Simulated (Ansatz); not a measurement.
**Na: one input, then a changed one**

Structure: COD 9011000, as refined from experiment and not relaxed. The listed cell was then made from it by scaling, straining or moving an atom.

First run: DFT, PBE, all-electron PAW with datasets made for the crystal, scalar-relativistic (Ansatz 0.2.0).

Command: `ansatz run input.yaml --threads 1 --pin off --max-ram 2048MiB --backend cpu --events-out ev --progress --plain --runs-dir out` The run took 16 s on 1 thread of Arm Neoverse V2, on a shared host, peak memory 0.47 GiB.

```yaml
crystal:
  lattice:
    - [3.7670009976, -0.07534002, 0.0]
    - [-1.94874687, 3.29998857, 0.0]
    - [0.0, 0.0, 6.154]
  atoms:
    - { symbol: Na, position: [0.3333333333, 0.6666666667, 0.25] }
    - { symbol: Na, position: [0.6666666667, 0.3333333333, 0.75] }
kpoints:
  mp_grid: { grid: [11, 11, 6] }
scf:
  occupations: { method: fermi_dirac, width: 0.05 }
hamiltonian:
  xc: pbe
  pseudopotentials: { kind: all_electron, datasets: crystal }
output:
  forces: true
  stress: true
  eigenvalues: true
  efg: { contact_densities: true }
```

Result: converged; pressure -0.13 GPa; largest force 0.014 eV/Å; no gap on the k mesh; 8 SCF iterations.

The input is then changed:

```diff
@@ -5,6 +5,6 @@
     - [0.0, 0.0, 6.154]
   atoms:
-    - { symbol: Na, position: [0.3333333333, 0.6666666667, 0.25] }
-    - { symbol: Na, position: [0.6666666667, 0.3333333333, 0.75] }
+    - { symbol: Na, position: [0.3333333333, 0.6666666667, 0.25], spin: 0.2 }
+    - { symbol: Na, position: [0.6666666667, 0.3333333333, 0.75], spin: 0.2 }
 kpoints:
   mp_grid: { grid: [11, 11, 6] }
@@ -19,3 +19,5 @@
   eigenvalues: true
   efg: { contact_densities: true }
+magnetization:
+  spin_polarized: true
```

**Question.** Predict the outcome of the changed run.

**Answer.** It converged; pressure -0.13 GPa; largest force 0.014 eV/Å; moment 0.00 μB; 7 SCF iterations.

The results part of its log:

```
WARN: the starting moments were not kept: the SCF closed with an absolute magnetisation of 2.4e-7 μB, where they sum to 0.4 μB in size (2 sites). That is at most 0.1 of that sum. Measured as dr2_m measures the in/out step, that magnetisation stands 2.3e-15 eV from none, at or under the dr2_threshold of 6.2e-8 eV: it is no larger than a step whose dr2_m would equal this threshold. The system may hold no moment; this SCF shows only that its start led to no more than that. This SCF took its magnetisation from a saved state (the deck's checkpoint.read, a session's seed or a resume), or from the single point or search that the run made first, and not from the starting moments. Where the run's atoms have moved since that state, how it is taken is a key of its own (checkpoint.density_extrapolation: follow_atoms, where typed, takes the whole of its magnetisation to them with its atoms, but for some exceptions; the density_extrapolation keyword of a session's seed is the same key). To be rid of a resumed run's state, run its deck in a fresh run directory. To be rid of the state of a single point that the run made first, give starting moments in the input or, where a deck that gives them still makes one, type scf.lower_state_search: off. To try another start, run it without that state. A second SCF, from the converged charge density, with the starting moments and any scf.initial_density.shell_occupations laid on it anew, would have followed, and was not run: the deck does not ask for one (magnetization.retry_lost_moments is false, the default). To let it run, set magnetization.retry_lost_moments: true and run the deck again, where that key's refused combinations let it; where memory then withholds it, that run's warning says so.
SCF 1 converged in 7 iterations: F = -8840.145224 eV  dr2 = 5.44e-9
  Residual-converged pass: ⟨swp⟩=3.0  Hψ=14445  notcnv=0  max |occ|·‖R‖ = 5.2e-6 eV (tolerance 5.3e-6 eV)  dr2=5.25e-9  dr2_m=1.42e-15  dr2_onsite=7.70e-11  max |Δocc| = 5.0e-11
  greatest PAW one-centre occupation: 1.000 electrons in one spin orbital (limit 2), on the Na atom at site 1 (counted from 0), in its partial waves of l = 1
SCF converged after 7 iterations
Magnetization: -0.0000 μB (9.0000 up, 9.0000 down)
Absolute magnetization: 0.0000 μB (∫|ρ↑−ρ↓|)
Spin contamination: -0.0300 ħ² per cell (⟨S²⟩ above its minimum at these occupations)
Per-site moments (μB) at R_I (Å): [(-5.452397481849507e-8, 1.5270528451546599), (-5.4523974554703346e-8, 1.5270528451546599)]
Free energy (F): -8840.145224 eV
Harris-Foulkes:  -8840.145224 eV  (|F-HF|=1.98e-9)
Internal energy: -8840.134866 eV  (E = F + TS)
E sigma→0 (E₀):  -8840.140045 eV
Entropy (-TS):   -0.010358 eV (-5.179 meV/atom)
Past the cutoff: the bands carry plane waves up to 1.75 times it, of which those up to 1.5 times it add -0.000471 eV an atom, each by itself; the spheres take 0.000705 eV an atom off the energy for waves past 1.75 times it
By the cutoff:   a pressure is off by up to 0.008 GPa (1.2 times the spheres' own share and the shells' term, over an atom's volume, and 0.004 GPa: a bound that held against runs at twice the plane waves)
Past the cutoffs: a stress includes 0.0014 GPa for waves and charges beyond them, in addition to the slope of what the spheres take
In the spheres:  the bands' charges fall short by 4.2e-6 e at most (sound up to 1e-3)
Fermi energy:    1.531410 eV
--- Per-component energies (eV) ---
  The terms above E_closure are by the made datasets' own strengths, without shells solved beside the bands.
--- Forces (eV/Å), atoms counted from 1 ---
  atom   1  Na     0.01384748    -0.00010548     0.00000000
  atom   2  Na    -0.01384748     0.00010548     0.00000000
  max |Σ_I F_I| component: 1.73e-18 eV/Å
--- Stress (GPa, compression-positive) ---
       -0.209099       0.080110       0.000000
        0.080110      -0.192520       0.000000
        0.000000       0.000000       0.024212
  P = ⅓ Tr σ = -0.1258 GPa (-1.258 kbar)
--- PAW observables at the nuclei: V_zz in 10²¹ V/m², potentials from the cell's mean, atoms counted from 1 ---
  atom   1  Na V_zz =    +0.056575   η = 0.5200   by run symmetry: allowed
            electrostatic potential = -971.391990 V   contact ρ = 5909.614520 e/Å³   contact ρ_s (e/Å³): all electrons -0.000000, valence -0.000000
  atom   2  Na V_zz =    +0.056575   η = 0.5200   by run symmetry: allowed
            electrostatic potential = -971.391990 V   contact ρ = 5909.614520 e/Å³   contact ρ_s (e/Å³): all electrons -0.000000, valence -0.000000
--- Band table (eV; the first three rows and the last of 488) ---
  k-point 0 ↑: bands = ["-51.4972", "-51.4956", "-23.4353", "-23.4085", "-23.4076", "-23.4039", "-23.4031", "-23.4028", "-1.7218", "2.0625", "2.4515", "11.0652"]
  k-point 1 ↑: bands = ["-51.4971", "-51.4957", "-23.4332", "-23.4082", "-23.4074", "-23.4050", "-23.4042", "-23.4034", "-1.6080", "1.0522", "3.6559", "10.8344"]
  k-point 2 ↑: bands = ["-51.4968", "-51.4960", "-23.4273", "-23.4111", "-23.4073", "-23.4065", "-23.4050", "-23.4043", "-1.2680", "0.0709", "5.2198", "8.8763"]
  k-point 243 ↓: bands = ["-51.4953", "-51.4953", "-23.4337", "-23.4337", "-23.4144", "-23.4144", "-23.4104", "-23.4104", "1.7819", "1.7819", "4.4197", "4.4197"]
```
